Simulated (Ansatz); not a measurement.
# WC (Qusongite): the cost of one run

Program: the Python package of Ansatz 0.2.0. The levels of theory stand in the script. These are calculated values, not measurements.

### 1 The system

The structure is hexagonal, space group P-6m2 (No. 187). Conventional cell: a = 2.907 Å, b = 2.907 Å, c = 2.837 Å, α = 90.00°, β = 90.00°, γ = 120.00°. W (site symmetry -6m2) is surrounded by 6 C at 2.20 Å. C (site symmetry -6m2) has 6 W at 2.20 Å as nearest neighbours.

wc.extxyz, read by the script:

```xyz
2
Lattice="2.9065 0.0 0.0 -1.45325 2.51710284 0.0 0.0 0.0 2.8366" Properties=species:S:1:pos:R:3 pbc="T T T"
W     0.00000000    0.00000000    0.00000000
C     1.45325000    0.83903428    1.41830000
```

### 2 Script

lattice_wc.py reads:

```python
# -*- coding: utf-8 -*-
"""How the lattice of WC depends on the functional."""

from dataclasses import dataclass

import ansatz as az
import numpy as np


@dataclass(frozen=True)
class RunConfig:
    kmesh: tuple[int, ...] = (11, 11, 9)
    filling: str = "Fermi-Dirac"
    width_ev: float = 0.05
    force_tol: float = 0.01


settings = RunConfig()

def edges_and_angles(cell):
    cell = np.asarray(cell)
    a, b, c = np.linalg.norm(cell, axis=1)
    cosines = cell[1] @ cell[2] / (b * c), cell[0] @ cell[2] / (a * c), cell[0] @ cell[1] / (a * b)
    return (a, b, c, *np.degrees(np.arccos(cosines)))


def main():
    cell = az.Crystal.from_extxyz("wc.extxyz")

    base = (
        cell.calculation()
        .kpoints(*settings.kmesh)
        .occupations(settings.filling, width=settings.width_ev)
        .relax(cell=True, force_tolerance=settings.force_tol)
    )

    levels = [("lda", "none"), ("rpbe", "none"), ("pbe", "d3bj")]
    print("level            a       b       c    alpha   beta  gamma  V/atom  steps")
    for name, dispersion in levels:
        seen = []
        run = base.functional(name, dispersion=dispersion).session().plan()
        result = run.execute(on_event=lambda e: seen.append(e) if e["event"] == "relax_step" else None)
        cell = result.lattice.cell_ang
        label = name if dispersion == "none" else f"{name}+{dispersion}"
        print("{:13s} {:7.4f} {:7.4f} {:7.4f} {:6.2f} {:6.2f} {:6.2f}".format(label, *edges_and_angles(cell)), f"{abs(np.linalg.det(cell)) / len(result.lattice.sites):7.3f} {len(seen):5d}")


if __name__ == "__main__":
    main()
```

### 3 What the engine is handed

The package turns the script's settings into the engine's input (first run):

```yaml
crystal:
  lattice:
    - [2.9065, 0.0, 0.0]
    - [-1.45325, 2.51710284, 0.0]
    - [0.0, 0.0, 2.8366]
  atoms:
    - { symbol: W, position: [0.0, 0.0, 0.0] }
    - { symbol: C, position: [0.6666666666666666, 0.3333333333333333, 0.5] }
kpoints:
  mp_grid:
    grid: [11, 11, 9]
hamiltonian:
  xc: lda
  dispersion: none
scf:
  occupations:
    method: fermi_dirac
    width: 0.05
relax:
  f_tol: 0.01
  cell: {}
```

### 4 Launch

Run with:

```
$ python lattice_wc.py
```

What time and memory should one allow on 1 thread of Arm Neoverse V2, shared host?

About 36 s, with a peak of 0.42 GiB.
